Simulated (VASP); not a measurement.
# CuAu (P4/mmm) in VASP: single point with r2SCAN

Aim: the single point of CuAu with r2SCAN.

Program: VASP 6.6.1. These are calculated values, not measurements. Logs are shortened: lines on timing, memory, paths and dates and some standing lists are left out, and cuts for length are marked.

## Step 1: The crystal as given

It takes space group P4/mmm (No. 123, tetragonal). The conventional cell has a = 2.800 Å, b = 2.800 Å, c = 3.670 Å, α = 90.00°, β = 90.00°, γ = 90.00°. Cu (site symmetry 4/mmm) has 8 Au at 2.70 Å and 4 Cu at 2.80 Å as nearest neighbours. Au (site symmetry 4/mmm) has 8 Cu at 2.70 Å and 4 Au at 2.80 Å as nearest neighbours.

## Step 2: Single point, r2SCAN

POSCAR

```
CuAu
1.0
    2.8000000000      0.0000000000      0.0000000000
    0.0000000000      2.8000000000      0.0000000000
    0.0000000000      0.0000000000      3.6700000000
Cu Au
1 1
Direct
    0.5000000000      0.5000000000      0.5000000000
    0.0000000000      0.0000000000      0.0000000000
```

INCAR.step1

```
SYSTEM = CuAu
ALGO = Normal ; EDIFF = 1E-4
ENCUT = 520 ; GGA = PE
ISMEAR = 0 ; LASPH = .TRUE.
LCHARG = .FALSE. ; LREAL = .FALSE.
LWAVE = .TRUE. ; NBANDS = 18
NELM = 100 ; PREC = Accurate
SIGMA = 0.1
```

INCAR.step2

```
SYSTEM = CuAu
ALGO = Normal ; EDIFF = 1E-6
ENCUT = 520 ; ISIF = 2
ISMEAR = 0 ; ISTART = 1
LASPH = .TRUE. ; LCHARG = .TRUE.
LELF = .TRUE. ; LMIXTAU = .TRUE.
LREAL = .FALSE. ; LVHAR = .TRUE.
LWAVE = .FALSE. ; METAGGA = R2SCAN
NBANDS = 18 ; NELM = 100
PREC = Accurate ; SIGMA = 0.1
```

KPOINTS

```
k-points
0
G
  6 6 6
  0 0 0
```

Potentials or basis: VASP PAW PBE potentials, release 64 (Cu, Au).

Launch:

```console
> cat potpaw_PBE.64/Cu/POTCAR potpaw_PBE.64/Au/POTCAR > POTCAR
> cp INCAR.step1 INCAR
> mpirun -np 1 vasp_std > vasp.out
> cp INCAR.step2 INCAR
> mpirun -np 1 vasp_std > vasp.out
```

OUTCAR:

```text
SYSTEM = CuAu
   EDIFF = 1E-6
   ENCUT = 520
   ISIF = 2
   ISMEAR = 0
   ISTART = 1
   LASPH = .TRUE.
   LREAL = .FALSE.
   METAGGA = R2SCAN
   NELM = 100
   PREC = Accurate

 ion  position               nearest neighbor table
   1  0.500  0.500  0.500-   2 2.70   2 2.70   2 2.70   2 2.70   2 2.70   2 2.70   2 2.70   2 2.70

   2  0.000  0.000  0.000-   1 2.70   1 2.70   1 2.70   1 2.70   1 2.70   1 2.70   1 2.70   1 2.70

  LATTYP: Found a simple tetragonal cell.
 ALAT       =     2.8000000000
 C/A-ratio  =     1.3107142857

  Lattice vectors:

 A1 = (   2.8000000000,   0.0000000000,   0.0000000000)
 A2 = (   0.0000000000,   2.8000000000,   0.0000000000)
 A3 = (   0.0000000000,   0.0000000000,   3.6700000000)

Analysis of symmetry for initial positions (statically):
=====================================================================
 Subroutine PRICEL returns:
 Original cell was already a primitive cell.

 Routine SETGRP: Setting up the symmetry group for a
 simple tetragonal supercell.

 Subroutine GETGRP returns: Found 16 space group operations
 (whereof 16 operations were pure point group operations)
 out of a pool of 16 trial point group operations.

The static configuration has the point symmetry D_4h.

Analysis of symmetry for dynamics (positions and initial velocities):
=====================================================================
 Subroutine PRICEL returns:
 Original cell was already a primitive cell.

 Routine SETGRP: Setting up the symmetry group for a
 simple tetragonal supercell.

 Subroutine GETGRP returns: Found 16 space group operations
 (whereof 16 operations were pure point group operations)
 out of a pool of 16 trial point group operations.

The dynamic configuration has the point symmetry D_4h.

 Subroutine INISYM returns: Found 16 space group operations
 (whereof 16 operations are pure point group operations),
 and found     1 'primitive' translations

----------------------------------------------------------------------------------------

                                     Primitive cell

  volume of cell :      28.7728

  direct lattice vectors                    reciprocal lattice vectors
     2.800000000  0.000000000  0.000000000     0.357142857  0.000000000  0.000000000
     0.000000000  2.800000000  0.000000000     0.000000000  0.357142857  0.000000000
     0.000000000  0.000000000  3.670000000     0.000000000  0.000000000  0.272479564

  length of vectors
     2.800000000  2.800000000  3.670000000     0.357142857  0.357142857  0.272479564

  position of ions in fractional coordinates (direct lattice)
     0.500000000  0.500000000  0.500000000
     0.000000000  0.000000000  0.000000000

  ion indices of the primitive-cell ions
   primitive index   ion index
                 1           1
                 2           2

----------------------------------------------------------------------------------------

 KPOINTS: k-points

Automatic generation of k-mesh.
 Grid dimensions read from file:
 generate k-points for:    6    6    6

 Generating k-lattice:

  Cartesian coordinates                     Fractional coordinates (reciprocal lattice)
     0.059523810  0.000000000  0.000000000     0.166666667  0.000000000  0.000000000
     0.000000000  0.059523810  0.000000000     0.000000000  0.166666667  0.000000000
     0.000000000  0.000000000  0.045413261     0.000000000  0.000000000  0.166666667

  Length of vectors
     0.059523810  0.059523810  0.045413261

  Shift w.r.t. Gamma in fractional coordinates (k-lattice)
     0.000000000  0.000000000  0.000000000

 Subroutine IBZKPT returns following result:
 ===========================================

 Found     40 irreducible k-points:

 Following reciprocal coordinates:
            Coordinates               Weight
  0.000000  0.000000  0.000000      1.000000
  0.166667  0.000000  0.000000      4.000000
  0.333333  0.000000  0.000000      4.000000
  0.500000  0.000000  0.000000      2.000000
  0.166667  0.166667  0.000000      4.000000
  0.333333  0.166667  0.000000      8.000000
[... 16 lines left out ...]
  0.333333  0.000000  0.333333      8.000000
  0.500000  0.000000  0.333333      4.000000
 [... further k-points ...]
   k-points           NKPTS =     40   k-points in BZ     NKDIM =     40   number of bands    NBANDS=     18
   number of dos      NEDOS =    301   number of ions     NIONS =      2
   total plane-waves  NPLWV =  16128
   dimension x,y,z NGX =    24 NGY =   24 NGZ =   28
   dimension x,y,z NGXF=    48 NGYF=   48 NGZF=   56
   ions per type =               1   1
   NGX,Y,Z   is equivalent  to a cutoff of  14.25, 14.25, 12.68 a.u.
   NGXF,Y,Z  is equivalent  to a cutoff of  28.50, 28.50, 25.37 a.u.
 SYSTEM =  CuAu
   PREC   = accura    normal or accurate (medium, high low for compatibility)
   ISTART =      1    job   : 0-new  1-cont  2-samecut
   ICHARG =      0    charge: 1-file 2-atom 10-const
   ISPIN  =      1    spin polarized calculation?
   LNONCOLLINEAR =      F non collinear calculations
   LSORBIT =      F    spin-orbit coupling
   LASPH  =      T    aspherical Exc in radial PAW
   ENCUT  =  520.0 eV  38.22 Ry    6.18 a.u.   5.21  5.21  6.82*2*pi/ulx,y,z
   NELM   =    100;   NELMIN=  2; NELMDL=  0     # of ELM steps
   EDIFF  = 0.1E-05   stopping-criterion for ELM
   LREAL  =      F    real-space projection
[... 7 lines left out ...]
   TEBEG  =    0.0;   TEEND  =   0.0 temperature during run
   PSTRESS=    0.0 pullay stress
   NELECT =      22.0000    total number of electrons
   NUPDOWN=      -1.0000    fix difference up-down
   EMIN   =  10.00;   EMAX   =-10.00  energy-range for DOS
   EFERMI =   0.00;   METHOD = LEGACY
   ISMEAR =     0;   SIGMA  =   0.10  broadening in eV -4-tet -1-fermi 0-gaus
   EFERMI_NEDOS =   21; number of points for ismear=-14 and -15
   IALGO  =     38    algorithm
   IMIX   =      4    mixing-type and parameters
     AMIX     =   0.40;   BMIX     =  1.00
     AMIX_MAG =   1.60;   BMIX_MAG =  1.00
  volume/ion in A,a.u.               =      14.39        97.08
  Fermi-wavevector in a.u.,A,eV,Ry     =   1.497000  2.828919 30.490762  2.241008
  Thomas-Fermi vector in A             =   2.608944
   LORBIT       =      0    0 simple, 1 ext, 2 COOP (PROOUT), +10 PAW based schemes
   METAGGA = R2SCAN    functional components
   LHFCALC =     F    Hartree Fock is set to
   AEXX    =    0.0000 exact exchange contribution
   IVDW    =     0    specifies the selected vdW correction
   LEPSILON=     F    determine dielectric tensor
   LRPA    =     F    only Hartree local field effects (RPA)
 non-spin polarized calculation
 Gauss-broadening in eV      SIGMA  =   0.10
  energy-cutoff  :      520.00
  volume of cell :       28.77
 maximum number of plane-waves:       800
 NGX is ok and might be reduce to    24
   NGX = 11   NGY = 11   NGZ = 13

 number of electron      22.0000010 magnetization

 Free energy of the ion-electron system (eV)
  ---------------------------------------------------
  ext. energy  EPLUGINS =         0.00000000
  ---------------------------------------------------
  free energy    TOTEN  =       -61.49096365 eV

  energy without entropy =      -61.48594870  energy(sigma->0) =      -61.48845617

 E-fermi :   8.8222     XC(G=0): -13.6818

 val. band max:        8.8104543660   @ k =   0.3333   0.1667   0.5000
 cond. band min:       8.8608428485   @ k =   0.5000   0.3333   0.0000
 fundamental gap:      0.0503884825
 Fermi energy:         8.8222245269

 k-point     1 :       0.0000    0.0000    0.0000
  band No.  band energies     occupation
      1      -1.4105      2.00000
      2       1.7542      2.00000
      3       1.9413      2.00000
      4       4.4399      2.00000
      5       4.4399      2.00000
      6       5.5350      2.00000
[... 10 lines left out ...]
     17      26.5200      0.00000
     18      26.9665      0.00000

 k-point     2 :       0.1667    0.0000    0.0000
  band No.  band energies     occupation
      1      -0.7541      2.00000
      2       2.0287      2.00000
      3       2.3748      2.00000
      4       4.0352      2.00000
      5       4.5916      2.00000
      6       5.2474      2.00000
[... 10 lines left out ...]
     17      26.8742      0.00000
     18      28.8927      0.00000

 k-point     3 :       0.3333    0.0000    0.0000
  band No.  band energies     occupation
      1       0.7881      2.00000
      2       2.5632      2.00000
      3       3.2341      2.00000
      4       3.5497      2.00000
      5       4.6603      2.00000
      6       4.9682      2.00000
[... 10 lines left out ...]
     17      23.9205      0.00000
     18      26.9601      0.00000

 k-point     4 :       0.5000    0.0000    0.0000
  band No.  band energies     occupation
      1       1.6937      2.00000
      2       2.8623      2.00000
      3       3.0725      2.00000
      4       4.1436      2.00000
      5       4.3744      2.00000
      6       5.2349      2.00000
[... 375 lines left out ...]
      4       4.0914      2.00000
      5       4.6151      2.00000
      6       5.2363      2.00000
[... 10 lines left out ...]
     17      25.8277      0.00000
     18      27.9691      0.00000

 k-point    23 :       0.3333    0.0000    0.3333
  band No.  band energies     occupation
      1       1.3151      2.00000
      2       2.0660      2.00000
      3       3.8850      2.00000
      4       4.3330      2.00000
      5       4.4061      2.00000
      6       4.6639      2.00000
[... 10 lines left out ...]
     17      26.4380      0.00000
     18      26.7492      0.00000

 k-point    24 :       0.5000    0.0000    0.3333
  band No.  band energies     occupation
      1       1.6608      2.00000
      2       1.7528      2.00000
      3       4.0063      2.00000
      4       4.0561      2.00000
      5       4.5667      2.00000
      6       5.8365      2.00000
[... 10 lines left out ...]
     17      26.4160      0.00000
     18      26.7511      0.00000

 [... further k-points ...]

------------------------ aborting loop because EDIFF is reached ----------------------------------------

  FORCE on cell =-STRESS in cart. coord.  units (eV):
  Direction    XX          YY          ZZ          XY          YZ          ZX
  --------------------------------------------------------------------------------------
  -------------------------------------------------------------------------------------
  Total        0.7450654      0.7450654      0.0792779      0.0000000      0.0000000      0.0000000
  in kB       41.4880334     41.4880334      4.4144881      0.0000000      0.0000000      0.0000000
  external PRESSURE =      29.1301850 kB  Pullay stress =       0.0000000 kB

 VOLUME and BASIS-vectors are now :
 -----------------------------------------------------------------------------
  energy-cutoff  :      520.00
  volume of cell :       28.77
      direct lattice vectors                 reciprocal lattice vectors
     2.800000000  0.000000000  0.000000000     0.357142857  0.000000000  0.000000000
     0.000000000  2.800000000  0.000000000     0.000000000  0.357142857  0.000000000
     0.000000000  0.000000000  3.670000000     0.000000000  0.000000000  0.272479564

 POSITION                                       TOTAL-FORCE (eV/Angst)
 -----------------------------------------------------------------------------------
      1.40000      1.40000      1.83500         0.000000      0.000000      0.000000
      0.00000      0.00000      0.00000         0.000000      0.000000      0.000000
 -----------------------------------------------------------------------------------
    total drift:                                0.000000      0.000000     -0.000000

  FREE ENERGIE OF THE ION-ELECTRON SYSTEM (eV)
  ---------------------------------------------------
  free  energy   TOTEN  =       -61.4909636502 eV

  energy  without entropy=      -61.4859486971  energy(sigma->0) =      -61.48845617
```

Wall time 82 s (1 thread of Intel Xeon Platinum 8259CL at 2.50GHz (Skylake/Cascade Lake), shared host); peak memory 0.16 GiB.

Results:

| Item | Value |
| --- | --- |
| Free energy | -61.4910 eV |
| Pressure | 2.9 GPa |
| Band gap on the k mesh | none (metal or under the smearing width) |

Caveat: the k mesh is coarse (spacing up to 0.37 Å⁻¹), so the values aren't converged; the PAW data sets were made with another functional, which shifts forces and pressure a little. The run has no spin-orbit coupling, so splittings on Au are missing.
